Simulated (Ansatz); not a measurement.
# Co: starts and ends of a spin-polarised SCF

Aim: see which self-consistent states Co reaches from different starts at one fixed geometry, and which of them is lowest. System: Co, the measured crystal structure (space group Fm-3m, primitive cell doubled); the cell holds 2 atoms. Source: COD entry 9012947.

The COD cell was measured well above room temperature, so it is larger than a cold one.

Program: Ansatz 0.2.0. Level of theory: DFT PBE, PAW, plane waves, scalar-relativistic. These are calculated values, not measurements.

**1. The structure to begin with**

Symmetry: Fm-3m, No. 225, cubic system. Conventional cell: a = 3.615 Å, b = 3.615 Å, c = 3.615 Å, α = 90.00°, β = 90.00°, γ = 90.00°. Co (site symmetry m-3m) has 12 Co at 2.56 Å as nearest neighbours.

Coordinates:

```xyz
2
Lattice="0.0000 -1.8074 -1.8074 -3.6148 -1.8074 -1.8074 0.0000 1.8074 -1.8074" Properties=species:S:1:pos:R:3 pbc="T T T"
Co    0.0000    0.0000    0.0000
Co   -1.8074    0.0000   -1.8074
```

Labels such as Co2 number the atoms in the order of the input file.

The first starts: parallel moments, plain SCF; opposed moments +-, plain SCF; no spin polarisation; spin on, no moments given (the program may seed its own), plain SCF. Further starts follow from what these give.

“Plain SCF” means no search for lower states. 

Moments by site are taken inside atomic spheres; the rest lies between them.

**2. Parallel moments, plain SCF**

input.yaml reads:

```yaml
crystal:
  lattice:
    - [0.0, -1.8074, -1.8074]
    - [-3.6148, -1.8074, -1.8074]
    - [0.0, 1.8074, -1.8074]
  atoms:
    - { symbol: Co, position: [0.0, 0.0, 0.0], spin: 3.0 }
    - { symbol: Co, position: [0.0, 0.5, 0.5], spin: 3.0 }
magnetization:
  spin_polarized: true
hamiltonian:
  xc: pbe
  pseudopotentials: { kind: paw }
basis:
  ecutwfc: 420
kpoints:
  mp_grid: { grid: [11, 7, 9] }
scf:
  occupations: { method: fermi_dirac, width: 0.05 }
  lower_state_search: "off"
output:
  forces: true
  stress: true
```

Output, cut to the lines that bear on the results:

```text
Warning: crystal.symmetry: narrowed to the stabiliser of the k-point mesh — unitary ops 32 → 8; excluded 24 operations that carry a point of the 11×7×9 mesh (shift [0, 0, 0]) off the mesh (the run samples exactly the mesh kpoints.mp_grid names, as under crystal.symmetry.detect: false, and [...]
Pseudopotentials: kind: paw
Pseudopotential: Co, paw, valence charge 17, recommended cutoff 420 eV (normal), Co.paw.azcp
Functional definition: PBE
[...]
Crystal: 2 atoms, lattice volume = 23.617 Å³
Basis set: ecut = 420 eV, 481 PW (Γ), exchange–correlation on 36×60×36 points (8 copies of the dense FFT grid, shifted against one another)
Bands: 24, of which v1, the nominal top of the filled ones, is band 17 counted from 1 (16 counted from 0)
Symmetry: 8 space group operations
k-points: 195 of 693
[...]
Starting moments: Σ|m| = 6 μB on 2 of 2 sites
[...]
SCF iter   1: F=—  HF=-10251.762511 eV  |F-HF|=—  |Δ(HF+E_count)|=         —  Δρ=1.10e-1 (↑1.10e-1 ↓7.53e-2)  dr2=2.24e-1  dr2_m=1.83e0  M=3.917 μB ∫|m|=4.133 μB  β_m=0.30  ethr=6.61e-4  ⟨swp⟩=1.0  Hψ=47586  notcnv=0
[...]
spin-set hold released at iteration 1 (the charge has settled, or the pull on large starting moments outlasts its swing): the magnetisation degrees of freedom join the quasi-Newton model from the next iteration; the mixer history was flushed
[...]
SCF iter  10: F=-10252.194530 eV  HF=-10252.194530 eV  |F-HF|=2.69e-9  |Δ(HF+E_count)|=   4.04e-8  Δρ=4.89e-6 (↑2.45e-6 ↓4.89e-6)  dr2=1.50e-9  dr2_m=1.89e-9  M=3.393 μB ∫|m|=3.735 μB  ethr=2.94e-10  ⟨swp⟩=4.0  Hψ=26442  notcnv=0
[...]
SCF converged after 10 iterations
Magnetization: 3.3926 μB (18.6963 up, 15.3037 down)
Absolute magnetization: 3.7359 μB (∫|ρ↑−ρ↓|, with the PAW one-centre terms)
Spin contamination: 0.0634 ħ² per cell (⟨S²⟩ above its minimum at these occupations)
Per-site moments (μB) at R_I (Å): [(1.7739681668816356, 1.054370456961167), (1.7739681668816354, 1.054370456961167)]
Free energy (F): -10252.194530 eV
[...]
E sigma→0 (E₀):  -10252.183506 eV
Entropy (-TS):   -0.022048 eV (-11.024 meV/atom)
Fermi energy:    17.006183 eV
[...]
--- Forces (eV/Å), atoms counted from 1 ---
  atom   1  Co     0.00000000     0.00000000     0.00000000
  atom   2  Co    -0.00000000     0.00000000     0.00000000
[...]
--- Stress (GPa, compression-positive) ---
      -13.839632      -0.075770      -0.075770
       -0.075769     -13.941222      -0.090864
       -0.075769      -0.090864     -13.941222
  P = ⅓ Tr σ = -13.9074 GPa (-139.074 kbar)
```

It took 26 s on 2 threads of an x86-64 CPU, shared host; peak memory 0.44 GiB.

Result: ferromagnetic, site moments Co1 1.77, Co2 1.77 μB, total 3.39 μB per cell, no gap on the k-mesh.

**3. Opposed moments +-, plain SCF**

input.yaml: that of step 2 with these lines changed.

```diff
@@ -7,3 +7,3 @@
     - { symbol: Co, position: [0.0, 0.0, 0.0], spin: 3.0 }
-    - { symbol: Co, position: [0.0, 0.5, 0.5], spin: 3.0 }
+    - { symbol: Co, position: [0.0, 0.5, 0.5], spin: -3.0 }
 magnetization:
```

Output:

```text
Warning: crystal.symmetry: narrowed to the stabiliser of the k-point mesh — unitary ops 16 → 4; excluded 12 operations that carry a point of the 11×7×9 mesh (shift [0, 0, 0]) off the mesh (the run samples exactly the mesh kpoints.mp_grid names, as under crystal.symmetry.detect: false, and its converged state has the mesh's symmetry, not the crystal's; ε∞, the Born charges and the force constants of a linear response (`dielectric:` by the response, `phonons.method: dfpt`) are averaged over those of the crystal's operations that the state keeps within a tolerance, where `mesh_tensors`, `unaveraged_element` or `gamma_mean_max_change_ev_ang2` stands beside them; a row that `dielectric.field_direction` solves alone is averaged likewise, with nothing beside; a Γ-centred mesh of equal divisions is mapped onto itself by every operation and keeps the whole group, as does a half-shifted one under kpoints.further_shifts: images)
[... 11 lines as in an earlier run ...]
Symmetry: 4 space group operations
[... 5 lines as in an earlier run ...]
Starting moments: Σ|m| = 6 μB on 2 of 2 sites
[... 2 lines as in an earlier run ...]
spin-down is spin-up translated by (0, 0.5, 0.5): one eigenproblem is solved per k-point and the antiferromagnetic symmetry of the starting moments is kept exactly by this SCF (crystal.symmetry.spin_inversion_symmetry: false solves both channels; [...]
iter 1 solved again at ethr=7.82e-4 eV; its pass at ethr=3.10e-3 eV (dr2=2.66e-1 eV) is discarded
SCF iter   1: F=—  HF=-10251.053033 eV  |F-HF|=—  |Δ(HF+E_count)|=         —  Δρ=1.13e-1 (↑1.13e-1 ↓1.13e-1)  dr2=2.66e-1  dr2_m=2.64e0  M=0.000 μB ∫|m|=3.980 μB  β_m=0.30  ethr=7.82e-4  ⟨swp⟩=1.3  Hψ=24072  notcnv=0
Mixer restart at iter 1: flushing history
preconditioner: auto → none  [metal: Δε(μ)=0.002 eV  Ē_g=10.205 eV  σ=0.050 eV  W_gap=0.01  n_scr=6 (ndim 8)  ℏωp=32.4 eV  f_vac=0.000  D(μ)=3.17/eV (n_scr^D=48)  sad-step TF]
[... 1 line as in an earlier run ...]
SCF iter   2: F=—  HF=-10251.221361 eV  |F-HF|=—  |Δ(HF+E_count)|=   1.68e-1  Δρ=9.27e-2 (↑9.27e-2 ↓9.27e-2)  dr2=3.83e-2  dr2_m=1.83e0  M=0.000 μB ∫|m|=3.770 μB  β_m=0.55  ethr=7.81e-4  ⟨swp⟩=2.0  Hψ=5788  notcnv=0
SCF iter   3: F=—  HF=-10252.090737 eV  |F-HF|=—  |Δ(HF+E_count)|=   8.69e-1  Δρ=7.55e-2 (↑7.55e-2 ↓7.55e-2)  dr2=2.31e0  dr2_m=2.68e-1  M=0.000 μB ∫|m|=3.078 μB  β_m=0.46  ethr=1.13e-4  ⟨swp⟩=3.0  Hψ=11800  notcnv=0  defer=151
SCF iter   4: F=—  HF=-10251.635872 eV  |F-HF|=—  |Δ(HF+E_count)|=   4.55e-1  Δρ=1.42e-2 (↑1.42e-2 ↓1.42e-2)  dr2=1.83e-2  dr2_m=2.92e-2  M=0.000 μB ∫|m|=2.622 μB  β_m=0.73  ethr=1.13e-4  ⟨swp⟩=3.2  Hψ=11789  notcnv=0  defer=181
SCF iter   5: F=—  HF=-10251.653773 eV  |F-HF|=—  |Δ(HF+E_count)|=   1.79e-2  Δρ=8.78e-3 (↑8.78e-3 ↓8.78e-3)  dr2=2.08e-2  dr2_m=6.53e-3  M=0.000 μB ∫|m|=2.447 μB  β_m=0.87  ethr=5.39e-5  ⟨swp⟩=2.8  Hψ=9490  notcnv=0  defer=185
SCF iter   6: F=—  HF=-10251.657229 eV  |F-HF|=—  |Δ(HF+E_count)|=   3.46e-3  Δρ=4.32e-3 (↑4.32e-3 ↓4.32e-3)  dr2=2.14e-3  dr2_m=2.26e-3  M=0.000 μB ∫|m|=2.294 μB  β_m=0.73  ethr=5.39e-5  ⟨swp⟩=2.0  Hψ=7303  notcnv=0  defer=185
SCF iter   7: F=—  HF=-10251.657484 eV  |F-HF|=—  |Δ(HF+E_count)|=   2.56e-4  Δρ=2.45e-3 (↑2.45e-3 ↓2.45e-3)  dr2=1.12e-3  dr2_m=7.56e-4  M=0.000 μB ∫|m|=2.244 μB  β_m=0.87  ethr=6.31e-6  ⟨swp⟩=1.3  Hψ=4843  notcnv=0  defer=185
SCF iter   8: F=—  HF=-10251.658196 eV  |F-HF|=—  |Δ(HF+E_count)|=   7.11e-4  Δρ=5.75e-4 (↑5.75e-4 ↓5.75e-4)  dr2=6.51e-5  dr2_m=1.64e-5  M=0.000 μB ∫|m|=2.118 μB  β_m=0.80  ethr=3.29e-6  ⟨swp⟩=2.1  Hψ=7174  notcnv=0  defer=185
SCF iter   9: F=—  HF=-10251.658186 eV  |F-HF|=—  |Δ(HF+E_count)|=   9.69e-6  Δρ=3.19e-4 (↑3.19e-4 ↓3.19e-4)  dr2=1.33e-5  dr2_m=8.55e-6  M=0.000 μB ∫|m|=2.113 μB  β_m=0.68  ethr=1.91e-7  ⟨swp⟩=1.9  Hψ=7062  notcnv=0  defer=185
SCF iter  10: F=—  HF=-10251.658186 eV  |F-HF|=—  |Δ(HF+E_count)|=   2.67e-8  Δρ=9.23e-5 (↑9.23e-5 ↓9.23e-5)  dr2=7.20e-7  dr2_m=1.38e-6  M=0.000 μB ∫|m|=2.105 μB  β_m=0.84  ethr=3.91e-8  ⟨swp⟩=2.4  Hψ=6971  notcnv=0  defer=185
SCF iter  11: F=—  HF=-10251.658188 eV  |F-HF|=—  |Δ(HF+E_count)|=   1.84e-6  Δρ=3.64e-5 (↑3.64e-5 ↓3.64e-5)  dr2=3.13e-8  dr2_m=2.43e-7  M=0.000 μB ∫|m|=2.102 μB  β_m=0.92  ethr=2.94e-10  ⟨swp⟩=2.9  Hψ=18232  notcnv=0
iter 12 did not close the SCF: its close was put off for a magnetic moment that had not settled (scf_convergence_deferred on its scf_iter line)
SCF iter  12: F=-10251.658188 eV  HF=-10251.658188 eV  |F-HF|=3.62e-8  |Δ(HF+E_count)|=   3.43e-7  Δρ=1.48e-5 (↑1.48e-5 ↓1.48e-5)  dr2=1.26e-8  dr2_m=3.31e-8  M=0.000 μB ∫|m|=2.105 μB  β_m=0.96  ethr=9.21e-11  ⟨swp⟩=4.0  Hψ=15315  notcnv=0
iter 13 did not close the SCF: its close was put off for a magnetic moment that had not settled (scf_convergence_deferred on its scf_iter line)
SCF iter  13: F=-10251.658188 eV  HF=-10251.658188 eV  |F-HF|=7.59e-8  |Δ(HF+E_count)|=   1.38e-7  Δρ=1.77e-5 (↑1.77e-5 ↓1.77e-5)  dr2=8.96e-8  dr2_m=1.82e-8  M=0.000 μB ∫|m|=2.106 μB  β_m=0.86  ethr=3.72e-11  ⟨swp⟩=2.0  Hψ=16123  notcnv=0
SCF iter  14: F=-10251.658188 eV  HF=-10251.658188 eV  |F-HF|=1.72e-9  |Δ(HF+E_count)|=   8.23e-9  Δρ=7.05e-6 (↑7.05e-6 ↓7.05e-6)  dr2=6.77e-9  dr2_m=3.55e-9  M=0.000 μB ∫|m|=2.105 μB  ethr=3.72e-11  ⟨swp⟩=1.9  Hψ=14414  notcnv=0
SCF 1 converged in 14 iterations: F = -10251.658188 eV  dr2 = 6.77e-9
SCF converged after 14 iterations
Magnetization: 0.0000 μB (17.0000 up, 17.0000 down)
Absolute magnetization: 2.1051 μB (∫|ρ↑−ρ↓|, with the PAW one-centre terms)
Spin contamination: 0.6987 ħ² per cell (⟨S²⟩ above its minimum at these occupations)
Per-site moments (μB) at R_I (Å): [(1.0337360517395597, 1.054370456961167), (-1.0337360517395602, 1.054370456961167)]
Free energy (F): -10251.658188 eV
Harris-Foulkes:  -10251.658188 eV  (|F-HF|=1.72e-9)
Internal energy: -10251.608270 eV  (E = F + TS)
E sigma→0 (E₀):  -10251.633229 eV
Entropy (-TS):   -0.049918 eV (-24.959 meV/atom)
Fermi energy:    16.793103 eV
--- Per-component energies (eV) ---
  E_band       = -546.361426
  E_kinetic    = 902.714401
  E_local      = -5903.632845  (includes V_loc(G=0)·N_el)
  E_nonlocal   = 907.930242
  E_hartree    = 2464.741637
  E_xc         = -316.148205
  E_vxc        = -407.838691  (∫ρ·V_xc dr)
  E_paw        = -3028.943162  (= ΣΔE_a)
  E_vpaw       = -975.018563  (= ΣTr[D̂ρ^β])
  E_aug_tail   = 0.000177  (compensation charges beyond the density's cutoff)
  E_ewald      = -5278.270515
  E_smearing   = -0.049918  (= −TS)
  E_closure    = 0.000000  (closes the sum)
  Σ components = -10251.658188   (vs F -10251.658188, Δ=0.00e0)
--- Forces (eV/Å), atoms counted from 1 ---
  atom   1  Co     0.00000000    -0.00000000     0.00000000
  atom   2  Co     0.00000000    -0.00000000     0.00000000
  max |Σ_I F_I| component: 1.84e-29 eV/Å
--- Stress (GPa, compression-positive) ---
      -17.084135      -0.019380      -0.019380
       -0.019417     -21.196605       0.050207
       -0.019417       0.050207     -21.196605
  P = ⅓ Tr σ = -19.8258 GPa (-198.258 kbar)
```

Wall time 21 s (2 threads of an x86-64 CPU, shared host); peak memory 0.43 GiB.

Result: antiferromagnetic (magnetic neighbours of Co2 with a moment over 0.3 of its own that point the other way: 8 of 12 at 2.56 Å, 0 of 6 at 3.61 Å), site moments Co1 1.03, Co2 -1.03 μB, total 0.00 μB per cell, no gap on the k-mesh. It lies 268 meV/atom above the lowest state so far (step 2).

(Part 1 of 2 ends here.)
